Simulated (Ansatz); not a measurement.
Run this with the Python package of Ansatz (0.2.0) and show what comes out.

`fdcheck.py`:
```python
import warnings

import ansatz as az
import numpy as np

vectors0 = np.array([
    [-0.02429, 3.33338, 3.33407],
    [3.34199, -0.00614, 3.31593],
    [3.32143, 3.29468, 0.01441],
])
sites = [
    ("K", [0.97056, 0.01557, 0.96798]),
    ("Br", [0.50207, 0.46678, 0.51371]),
]


def on_lattice(cell):
    crystal = az.Crystal(lattice=az.Lattice.of(cell))
    for symbol, position in sites:
        crystal = crystal.atom(symbol, position)
    return crystal

warnings.simplefilter("ignore", az.DeckWarning)

def solve(crystal):
    return (
        crystal.calculation()
        .functional(az.Functional.PBE)
        .occupations("cold", width=10 * az.meV)
        .basis(540, xc_grid=2)
        .kpoints(4, 4, 4)
        .scf(tolerance=1e-09)
        .forces()
        .stress()
        .run(threads=1)
    ).report


centre = solve(on_lattice(vectors0))
start = on_lattice(vectors0)
print(f"force on atom 1 along z: analytic {centre['forces_ev_ang'][1][2]:.4f} eV/A")
for h in (0.005, 0.02):
    shift = np.eye(3)[2] * h @ np.linalg.inv(vectors0)
    plus, minus = (solve(start.move(1, to=np.array(sites[1][1]) + sign * shift))["lagrangian_ev"] for sign in (1, -1))
    print(f"  step {h} A: numerical {-(plus - minus) / (2 * h):.4f} eV/A")
volume = abs(np.linalg.det(vectors0))
larger, smaller = (solve(on_lattice(vectors0 * (1 + sign * 0.005) ** (1 / 3)))["lagrangian_ev"] for sign in (1, -1))
numerical = -(larger - smaller) / (0.01 * volume) * 160.21766
print(f"pressure: analytic {np.trace(centre['stress_gpa']) / 3:.3f}, numerical {numerical:.3f} GPa")
```

```console
$ python fdcheck.py
force on atom 1 along z: analytic 0.0552 eV/A
  step 0.005 A: numerical 0.0552 eV/A
  step 0.02 A: numerical 0.0553 eV/A
pressure: analytic 0.717, numerical 0.717 GPa
```

The program warned that this SCF threshold is loose for forces or stresses. Pressure is positive in compression. The cell is a database structure, distorted on purpose. The central difference errs as the square of the step, so the shorter step is the fairer test; what remains comes from the finite grid and the SCF threshold. The script silences the warnings on its input, which a real study should read. Run time: 34 s on 1 thread of Arm Neoverse V1, with other jobs on the host, peak memory 0.43 GiB.
